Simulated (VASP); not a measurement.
Se: relaxation of cell and atoms with r2SCAN+rVV10

Crystal: Se.

```
Se
1.0
     1.97159    1.13830    0.80496
    -1.97159    1.13830    0.80496
     0.00000   -2.27660    0.80496
Se
1
Direct
  0.00000 0.00000 0.00000
```

This isn't the form of Se at room conditions, which is trigonal, of chains.

| Property | Result |
| --- | --- |
| Program | VASP 6.6.1 |
| Task | relaxation of cell and atoms |
| Functional | r2SCAN |
| Dispersion | rVV10 |
| Potentials or basis | VASP PAW PBE potentials, release 64 (Se) |
| Cutoff | 520 eV |
| k mesh | 21 × 21 × 21 |
| Occupations | gaussian, width 0.1 eV |
| Spin | no spin polarisation |
| Target pressure | 187.5 GPa |
| Further INCAR settings | ALGO = Normal; EDIFF = 1e-07; IBRION = 2; EDIFFG = -0.002; NSW = 80; ISIF = 3 |
| Target pressure | 187.5 GPa |

| Property | Result |
| --- | --- |
| Energy change on relaxing (the enthalpy is what falls) | -0.6 meV/atom |
| Ionic steps | 3 |
| Pressure after relaxing | 187.5 GPa |
| Band gap on the k mesh | none (metal or under the smearing width) |

The path:
| step | energy change (eV) | largest force (eV/Å) | pressure (GPa) | volume (Å³) |
| --- | --- | --- | --- | --- |
| 1 | 0.0000 | 0.0000 | 187.53 | 10.84 |
| 2 | -0.0040 | 0.0000 | 187.28 | 10.84 |
| 3 | -0.0006 | 0.0000 | 187.49 | 10.84 |

Final structure:
```xyz
1
Lattice="1.9716 1.1383 0.8050 -1.9716 1.1383 0.8050 0.0000 -2.2766 0.8050" Properties=species:S:1:pos:R:3 pbc="T T T"
Se    0.0000    0.0000    0.0000
```

Levels at points of the mesh, in eV from the Fermi level:
```csv
k point,band 1,band 2,band 3,band 4,band 5,band 6,band 7
"(0.00, 0.00, 0.00)",-25.57,8.08,8.08,8.08,14.49,14.49,14.49
```

It took 7.5 min on 1 thread of AMD EPYC 7R13 Processor (Zen 3), on a shared host, peak memory 0.2 GiB.

Caveat: the cell is relaxed towards a set pressure, so the enthalpy falls and the energy may rise; the PAW data sets were made with another functional, which shifts forces and pressure a little.
